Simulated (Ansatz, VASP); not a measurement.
## Mg in VASP and in Ansatz

Contents of INCAR:

```
  ALGO = Normal
  EDIFF = 1E-7
  ENCUT = 520
  GGA = PE
  ISIF = 2
  ISMEAR = 0
  LASPH = T
  LCHARG = F
  LREAL = F
  LWAVE = F
  NBANDS = 7
  NELM = 100
  PREC = Accurate
  SIGMA = 0.1
```

KPOINTS

```
k-points
0
Gamma
  6 6 6
```

File POSCAR:

```
Mg
1.0
   -1.8359916300      1.8359916300      1.6794040200
    1.8359916300     -1.8359916300      1.6794040200
    1.8359916300      1.8359916300     -1.6794040200
Mg
1
Direct
    0.0000000000      0.0000000000      0.0000000000
```

Input for Ansatz:

```yaml
crystal:
  lattice:
    - [-1.83599163, 1.83599163, 1.67940402]
    - [1.83599163, -1.83599163, 1.67940402]
    - [1.83599163, 1.83599163, -1.67940402]
  atoms:
    - { symbol: Mg, position: [0.0, 0.0, 0.0] }
basis:
  ecutwfc: 420
kpoints:
  mp_grid: { grid: [6, 6, 6] }
hamiltonian:
  xc: pbe
scf:
  occupations: { method: gaussian, width: 0.1 }
output:
  forces: true
  stress: true
  eigenvalues: true
```

This isn't the form of Mg at room conditions, which is hcp.

Alike in both runs: task single point; functional PBE; k mesh 6 × 6 × 6; occupations gaussian, width 0.1 eV; no spin polarisation.

|  | VASP | Ansatz |
| --- | --- | --- |
| version | VASP 6.6.1 | Ansatz 0.2.0 |
| potentials or method | VASP PAW PBE potentials, release 64 (Mg) | scalar-relativistic, plane waves, PAW |
| plane-wave cutoff (eV) | 520 | 420 |
| valence electrons in the cell | 2 | 10 |

|  | VASP | Ansatz | Ansatz less VASP |
| --- | --- | --- | --- |
| gap on the k mesh at the Fermi level (eV) | none | none | - |
| pressure (GPa) | 0.5 | 0.6 | +0.13 |
| largest component of the traceless stress (GPa) | 2.75 | 2.76 | +0.011 |

A gap of «none» marks a metal or a gap that the smearing closes. The two sets of potentials don't hold the same shells in valence.

Caveats: the k mesh is coarse (spacing up to 0.42 Å⁻¹), so the values aren't converged.
